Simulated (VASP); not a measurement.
Input of a VASP 6.6.1 run:

File INCAR:

```
SYSTEM = CuI
PREC = Accurate
ENCUT = 600
EDIFF = 1E-7
ISMEAR = 0
SIGMA = 0.03
LREAL = .False.
LASPH = .True.
NELM = 80
ALGO = Normal
ISIF = 3
LWAVE = .False.
LCHARG = .False.
GGA = CA
IBRION = 2
NSW = 90
EDIFFG = -0.005
```

Contents of KPOINTS:

```
regular mesh
0
Gamma
  8 8 8
  0 0 0
```

Contents of POSCAR:

```
CuI                                     
1.0
    0.0000000000      2.9337070710      2.9337070710
    2.9337070710      0.0000000000      2.9337070710
    2.9337070710      2.9337070710     -0.0000000000
  Cu              I             
     1     1
Direct
     0.2500000000000000    0.2500000000000000    0.2500000000000000
     0.0000000000000000    0.0000000000000000    0.0000000000000000
```

Potentials or basis: VASP PAW LDA potentials, release 64 (Cu, I).

Launch:

```bash
$ cat potpaw_LDA.64/Cu/POTCAR potpaw_LDA.64/I/POTCAR > POTCAR
$ mpirun -np 1 vasp_std > vasp.out
```

Task: Estimate the relaxed cell.

Result: a = 4.148 Å, b = 4.148 Å, c = 4.148 Å, α = 60.00°, β = 60.00°, γ = 60.00°.

Task: Predict the relaxed volume.

Result: 25.23 Å³/atom.

Task: Predict the space group after relaxing (to 0.05 Å).

Result: F-43m (No. 216).

Final structure:
```yaml
crystal:
  lattice:
    - [0.00000, 2.93297, 2.93297]
    - [2.93297, 0.00000, 2.93297]
    - [2.93297, 2.93297, 0.00000]
  atoms:
    - { symbol: Cu, position: [0.25000, 0.25000, 0.25000] }
    - { symbol: I, position: [0.00000, 0.00000, 0.00000] }
```
